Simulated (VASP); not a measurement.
# Cs (Fm-3m) in VASP: further runs

Runs on Cs. Level: PBE. Tasks: single point.

Everything below comes from runs of VASP 6.6.1. Logs are shortened: lines on timing, memory, paths and dates and some standing lists are left out, and cuts for length are marked.

## (1) The structure

Symmetry: Fm-3m, No. 225, cubic system. The conventional cell has a = 7.623 Å, b = 7.623 Å, c = 7.623 Å, α = 90.00°, β = 90.00°, γ = 90.00°.

The cell was built by a generator and needn't be a form met in nature.

## (2) Single point, PBE

File INCAR:

```
PREC = Accurate
ENCUT = 520
EDIFF = 1E-6
ISMEAR = 0
SIGMA = 0.05
LREAL = F
LASPH = T
NELM = 100
ALGO = Fast
ISIF = 2
LWAVE = F
LCHARG = F
GGA = PE
NBANDS = 10
```

File KPOINTS:

```
regular mesh
0
Gamma
  10 10 10
```

File POSCAR:

```
Cs
1.0
    0.0000000000      3.8112616062      3.8112616062
    3.8112616062      0.0000000000      3.8112616062
    3.8112616062      3.8112616062      0.0000000000
Cs
1
Direct
    0.0000000000      0.0000000000      0.0000000000
```

Potentials or basis: VASP PAW PBE potentials, release 64 (Cs_sv).

The run is started by

```
cat potpaw_PBE.64/Cs_sv/POTCAR > POTCAR
mpirun -np 1 vasp_std > vasp.out
```

OUTCAR:

```text
PREC = Accurate
   ENCUT = 520
   EDIFF = 1E-6
   ISMEAR = 0
   LREAL = F
   LASPH = T
   NELM = 100
   ISIF = 2
   GGA = PE

 ion  position               nearest neighbor table
   1  0.000  0.000  0.000-

  LATTYP: Found a face centered cubic cell.
 ALAT       =     7.6225232124

  Lattice vectors:

 A1 = (   0.0000000000,   3.8112616062,   3.8112616062)
 A2 = (   3.8112616062,   0.0000000000,   3.8112616062)
 A3 = (   3.8112616062,   3.8112616062,   0.0000000000)

Analysis of symmetry for initial positions (statically):
=====================================================================
 Subroutine PRICEL returns:
 Original cell was already a primitive cell.

 Routine SETGRP: Setting up the symmetry group for a
 face centered cubic supercell.

 Subroutine GETGRP returns: Found 48 space group operations
 (whereof 48 operations were pure point group operations)
 out of a pool of 48 trial point group operations.

The static configuration has the point symmetry O_h .

Analysis of symmetry for dynamics (positions and initial velocities):
=====================================================================
 Subroutine PRICEL returns:
 Original cell was already a primitive cell.

 Routine SETGRP: Setting up the symmetry group for a
 face centered cubic supercell.

 Subroutine GETGRP returns: Found 48 space group operations
 (whereof 48 operations were pure point group operations)
 out of a pool of 48 trial point group operations.

The dynamic configuration has the point symmetry O_h .

 Subroutine INISYM returns: Found 48 space group operations
 (whereof 48 operations are pure point group operations),
 and found     1 'primitive' translations

----------------------------------------------------------------------------------------

                                     Primitive cell

  volume of cell :     110.7226

  direct lattice vectors                    reciprocal lattice vectors
     0.000000000  3.811261606  3.811261606    -0.131190155  0.131190155  0.131190155
     3.811261606  0.000000000  3.811261606     0.131190155 -0.131190155  0.131190155
     3.811261606  3.811261606  0.000000000     0.131190155  0.131190155 -0.131190155

  length of vectors
     5.389937853  5.389937853  5.389937853     0.227228014  0.227228014  0.227228014

  position of ions in fractional coordinates (direct lattice)
     0.000000000  0.000000000  0.000000000

  ion indices of the primitive-cell ions
   primitive index   ion index
                 1           1

----------------------------------------------------------------------------------------

 KPOINTS: regular mesh

Automatic generation of k-mesh.
 Grid dimensions read from file:
 generate k-points for:   10   10   10

 Generating k-lattice:

  Cartesian coordinates                     Fractional coordinates (reciprocal lattice)
    -0.013119015  0.013119015  0.013119015     0.100000000  0.000000000  0.000000000
     0.013119015 -0.013119015  0.013119015     0.000000000  0.100000000  0.000000000
     0.013119015  0.013119015 -0.013119015     0.000000000  0.000000000  0.100000000

  Length of vectors
     0.022722801  0.022722801  0.022722801

  Shift w.r.t. Gamma in fractional coordinates (k-lattice)
     0.000000000  0.000000000  0.000000000

 Subroutine IBZKPT returns following result:
 ===========================================

 Found     47 irreducible k-points:

 Following reciprocal coordinates:
            Coordinates               Weight
  0.000000  0.000000  0.000000      1.000000
  0.100000  0.000000  0.000000      8.000000
  0.200000  0.000000  0.000000      8.000000
  0.300000  0.000000  0.000000      8.000000
  0.400000  0.000000  0.000000      8.000000
  0.500000  0.000000  0.000000      4.000000
[... 16 lines left out ...]
  0.300000  0.300000  0.000000      6.000000
  0.400000  0.300000  0.000000     24.000000
 [... further k-points ...]
   k-points           NKPTS =     47   k-points in BZ     NKDIM =     47   number of bands    NBANDS=     10
   number of dos      NEDOS =    301   number of ions     NIONS =      1
   total plane-waves  NPLWV =  64000
   dimension x,y,z NGX =    40 NGY =   40 NGZ =   40
   dimension x,y,z NGXF=    80 NGYF=   80 NGZF=   80
   ions per type =               1
   NGX,Y,Z   is equivalent  to a cutoff of  12.34, 12.34, 12.34 a.u.
   NGXF,Y,Z  is equivalent  to a cutoff of  24.68, 24.68, 24.68 a.u.
 SYSTEM =  unknown system
   PREC   = accura    normal or accurate (medium, high low for compatibility)
   ISTART =      0    job   : 0-new  1-cont  2-samecut
   ICHARG =      2    charge: 1-file 2-atom 10-const
   ISPIN  =      1    spin polarized calculation?
   LNONCOLLINEAR =      F non collinear calculations
   LSORBIT =      F    spin-orbit coupling
   LASPH  =      T    aspherical Exc in radial PAW
   ENCUT  =  520.0 eV  38.22 Ry    6.18 a.u.  10.02 10.02 10.02*2*pi/ulx,y,z
   NELM   =    100;   NELMIN=  2; NELMDL= -5     # of ELM steps
   EDIFF  = 0.1E-05   stopping-criterion for ELM
   LREAL  =      F    real-space projection
   EDIFFG = 0.1E-04   stopping-criterion for IOM
   NSW    =      0    number of steps for IOM
   IBRION =     -1    ionic relax: 0-MD 1-quasi-New 2-CG
   NFREE  =      0    steps in history (QN), initial steepest desc. (CG)
   ISIF   =      2    stress and relaxation
   ISYM   =      2    0-nonsym 1-usesym 2-fastsym
   POTIM  = 0.5000    time-step for ionic-motion
   TEBEG  =    0.0;   TEEND  =   0.0 temperature during run
   PSTRESS=    0.0 pullay stress
   NELECT =       9.0000    total number of electrons
   NUPDOWN=      -1.0000    fix difference up-down
   EMIN   =  10.00;   EMAX   =-10.00  energy-range for DOS
   EFERMI =   0.00;   METHOD = LEGACY
   ISMEAR =     0;   SIGMA  =   0.05  broadening in eV -4-tet -1-fermi 0-gaus
   EFERMI_NEDOS =   21; number of points for ismear=-14 and -15
   IALGO  =     68    algorithm
   IMIX   =      4    mixing-type and parameters
     AMIX     =   0.40;   BMIX     =  1.00
     AMIX_MAG =   1.60;   BMIX_MAG =  1.00
  volume/ion in A,a.u.               =     110.72       747.19
  Fermi-wavevector in a.u.,A,eV,Ry     =   0.709159  1.340116  6.842457  0.502906
  Thomas-Fermi vector in A             =   1.795667
   LORBIT       =      0    0 simple, 1 ext, 2 COOP (PROOUT), +10 PAW based schemes
   GGA     = PE    functional components
   LHFCALC =     F    Hartree Fock is set to
   AEXX    =    0.0000 exact exchange contribution
   IVDW    =     0    specifies the selected vdW correction
   LEPSILON=     F    determine dielectric tensor
   LRPA    =     F    only Hartree local field effects (RPA)
 non-spin polarized calculation
 RMM-DIIS sequential band-by-band and
 Gauss-broadening in eV      SIGMA  =   0.05
  energy-cutoff  :      520.00
  volume of cell :      110.72
 maximum number of plane-waves:      3000
   NGX = 21   NGY = 21   NGZ = 21

 number of electron       9.0000001 magnetization

 Free energy of the ion-electron system (eV)
  ---------------------------------------------------
  ext. energy  EPLUGINS =         0.00000000
  ---------------------------------------------------
  free energy    TOTEN  =        -0.84775181 eV

  energy without entropy =       -0.84577211  energy(sigma->0) =       -0.84676196

 E-fermi :   0.5351     XC(G=0):  -5.5022

 val. band max:        0.5077945199   @ k =   0.5000   0.0000   0.0000
 cond. band min:       0.5560583121   @ k =   0.4000   0.4000   0.0000
 fundamental gap:      0.0482637922
 Fermi energy:         0.5350976903

 k-point     1 :       0.0000    0.0000    0.0000
  band No.  band energies     occupation
      1     -23.2797      2.00000
      2     -10.0187      2.00000
      3     -10.0187      2.00000
      4     -10.0187      2.00000
      5      -1.1670      2.00000
      6       3.0195      0.00000
      7       3.0195      0.00000
      8       3.0195      0.00000
      9       4.1440      0.00000
     10       4.1440      0.00000

 k-point     2 :       0.1000    0.0000    0.0000
  band No.  band energies     occupation
      1     -23.2790      2.00000
      2     -10.0340      2.00000
      3     -10.0207      2.00000
      4     -10.0207      2.00000
      5      -1.0584      2.00000
      6       2.8154      0.00000
      7       3.0696      0.00000
      8       3.0696      0.00000
      9       4.0489      0.00000
     10       4.0489      0.00000

 k-point     3 :       0.2000    0.0000    0.0000
  band No.  band energies     occupation
      1     -23.2772      2.00000
      2     -10.0735      2.00000
      3     -10.0259      2.00000
      4     -10.0259      2.00000
      5      -0.7490      2.00000
      6       2.4002      0.00000
      7       3.1326      0.00000
      8       3.1326      0.00000
      9       3.9719      0.00000
     10       3.9719      0.00000

 k-point     4 :       0.3000    0.0000    0.0000
  band No.  band energies     occupation
      1     -23.2750      2.00000
      2     -10.1213      2.00000
      3     -10.0324      2.00000
      4     -10.0324      2.00000
      5      -0.2901      2.00000
      6       1.9703      0.00000
      7       3.0488      0.00000
      8       3.0488      0.00000
      9       4.2156      0.00000
     10       4.2156      0.00000
[... 222 lines left out ...]
 k-point    22 :      -0.2000    0.2000    0.0000
  band No.  band energies     occupation
      1     -23.2742      2.00000
      2     -10.1138      2.00000
      3     -10.0618      2.00000
      4     -10.0317      2.00000
      5      -0.1212      2.00000
      6       2.0534      0.00000
      7       2.5117      0.00000
      8       3.3536      0.00000
      9       3.6255      0.00000
     10       4.7775      0.00000

 k-point    23 :       0.3000    0.3000    0.0000
  band No.  band energies     occupation
      1     -23.2734      2.00000
      2     -10.1165      2.00000
      3     -10.0555      2.00000
      4     -10.0555      2.00000
      5      -0.0211      2.00000
      6       1.9124      0.00000
      7       2.4500      0.00000
      8       3.6649      0.00000
      9       3.6649      0.00000
     10       4.6368      0.00000

 k-point    24 :       0.4000    0.3000    0.0000
  band No.  band energies     occupation
      1     -23.2719      2.00000
      2     -10.1368      2.00000
      3     -10.0667      2.00000
      4     -10.0618      2.00000
      5       0.3472      2.00000
      6       1.7601      0.00000
      7       2.1981      0.00000
      8       3.7574      0.00000
      9       3.9655      0.00000
     10       4.8863      0.00000

 [... further k-points ...]

------------------------ aborting loop because EDIFF is reached ----------------------------------------

  FORCE on cell =-STRESS in cart. coord.  units (eV):
  Direction    XX          YY          ZZ          XY          YZ          ZX
  --------------------------------------------------------------------------------------
  -------------------------------------------------------------------------------------
  Total        0.0810298      0.0810298      0.0810298      0.0000000     -0.0000000      0.0000000
  in kB        1.1725174      1.1725174      1.1725174      0.0000000     -0.0000000      0.0000000
  external PRESSURE =       1.1725174 kB  Pullay stress =       0.0000000 kB

 VOLUME and BASIS-vectors are now :
 -----------------------------------------------------------------------------
  energy-cutoff  :      520.00
  volume of cell :      110.72
      direct lattice vectors                 reciprocal lattice vectors
     0.000000000  3.811261606  3.811261606    -0.131190155  0.131190155  0.131190155
     3.811261606  0.000000000  3.811261606     0.131190155 -0.131190155  0.131190155
     3.811261606  3.811261606  0.000000000     0.131190155  0.131190155 -0.131190155

 POSITION                                       TOTAL-FORCE (eV/Angst)
 -----------------------------------------------------------------------------------
      0.00000      0.00000      0.00000        -0.000000      0.000000      0.000000
 -----------------------------------------------------------------------------------
    total drift:                               -0.000000     -0.000000     -0.000000

  FREE ENERGIE OF THE ION-ELECTRON SYSTEM (eV)
  ---------------------------------------------------
  free  energy   TOTEN  =        -0.8477518059 eV

  energy  without entropy=       -0.8457721134  energy(sigma->0) =       -0.84676196
```

Run time: 33 s. Hardware: 1 thread of Intel Xeon Platinum 8488C (Sapphire Rapids), shared host; peak memory 0.25 GiB.

Results:

| Property | Result |
| --- | --- |
| Free energy | -0.8478 eV |
| Pressure | 0.1 GPa |
| Band gap on the k mesh | none (metal or under the smearing width) |

Levels at points of the mesh, in eV from the Fermi level:
```
           k point  band 2  band 3  band 4  band 5  band 6  band 7  band 8  band 9
(0.00, 0.00, 0.00)  -10.55  -10.55  -10.55   -1.70    2.48    2.48    2.48    3.61
(0.50, 0.00, 0.00)  -10.71  -10.57  -10.57   -0.03    0.82    2.34    2.34    4.44
(0.50, 0.50, 0.00)  -10.70  -10.61  -10.61    0.26    1.03    1.51    4.15    4.15
```

The run has no spin-orbit coupling, so splittings on Cs are missing.

[end of part 1 of 2]
